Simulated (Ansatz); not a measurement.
`CC(=O)OC1CCCCC1` + `CNC` → `CC(=O)N(C)C` + `OC1CCCCC1`  (substitution at a C–O bond)

Computed with Ansatz on PBE0-D4/def2-TZVP structures; ΔE is electronic, products minus reactants. CBS: MP2 limit from def2 TZ/QZ plus the TZ coupled-cluster correction, frozen cores. Functionals use def2-TZVPP. Each species was taken in one conformer, which may not be the lowest.

```csv
level,ΔE (kJ/mol)
PBE-D4,-35.0
ωB97X-V,-27.3
B2PLYP,-29.7
PBE,-33.9
r2SCAN,-33.2
HF/def2-QZVPP,-18.5
SCS-MP2/def2-QZVPP,-29.6
MP2/CBS(def2),-35.9
```

What does CCSD(T)/CBS give? (Estimate.)

The calculation gave: -30.1 kJ/mol. The listed levels differ from it by -4.9, 2.8, 0.4, -3.8, -3.1, 11.6, 0.5, -5.8 kJ/mol.

Largest T1 diagnostic among the species: 0.013.

In def2-TZVPP, CCSD(T) changes the Hartree–Fock value by −9.0 kJ/mol (the triples alone add −1.0 kJ/mol) and MP2 by −14.8 kJ/mol.

CCSD(T)/CBS has its own doubt, a few kJ/mol and more with outer-core shells, so smaller differences from it don't rank the levels.
